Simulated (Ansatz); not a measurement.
**SnO2: single point with r2SCAN50**

The system is SnO2.

```
CELL_PARAMETERS angstrom
0.00000 2.57415 2.57415
2.57415 0.00000 2.57415
2.57415 2.57415 0.00000
ATOMIC_POSITIONS crystal
Sn 0.00000 0.00000 0.00000
O 0.75000 0.75000 0.75000
O 0.25000 0.25000 0.25000
```

Measurements of this composition are mostly on another form, of space group No. 136.

| Property | Result |
| --- | --- |
| Program | Ansatz 0.2.0 |
| Task | single point |
| Functional | r2SCAN50 |
| Potentials or basis | Ansatz PAW |
| Cutoff | 500 eV (not typed: the program's choice for these potentials) |
| k mesh | 5 × 5 × 5 |
| Occupations | fermi-dirac, width 0.05 eV |
| Spin | no spin polarisation |

```
Pressure               : -24.8 GPa
Band gap on the k mesh : 4.46 eV, indirect (least direct gap 5.76 eV)
```

Levels at points of the mesh, in eV from the valence-band top:
```
           k point  band 10  band 11  band 12  band 13  band 14  band 15  band 16  band 17
(0.00, 0.00, 0.00)    -3.16    -1.30    -1.30    -1.30     4.46    12.23    12.23    12.23
```

Run time: 30 s on 2 threads of Intel(R) Xeon(R) Platinum 8259CL CPU @ 2.50GHz (Skylake/Cascade Lake), with other jobs on the host, peak memory 0.95 GiB.

Caveat: the k mesh is coarse (spacing up to 0.42 Å⁻¹), so the values aren't converged, least of all with exact exchange; odd divisions of the mesh miss points on the zone boundary, where band edges often lie, so the gap on the mesh can be too wide; so large a pressure means that the cell lies far from this level's equilibrium, or that cutoff or potentials fall short; spin-orbit coupling is left out, which moves the levels of the heavy elements; the PAW data sets come from PBE, with cores solved anew for the run's functional, which leaves a small shift of forces and pressure; the thresholds are loose for stress. A k mesh can miss the band edges.
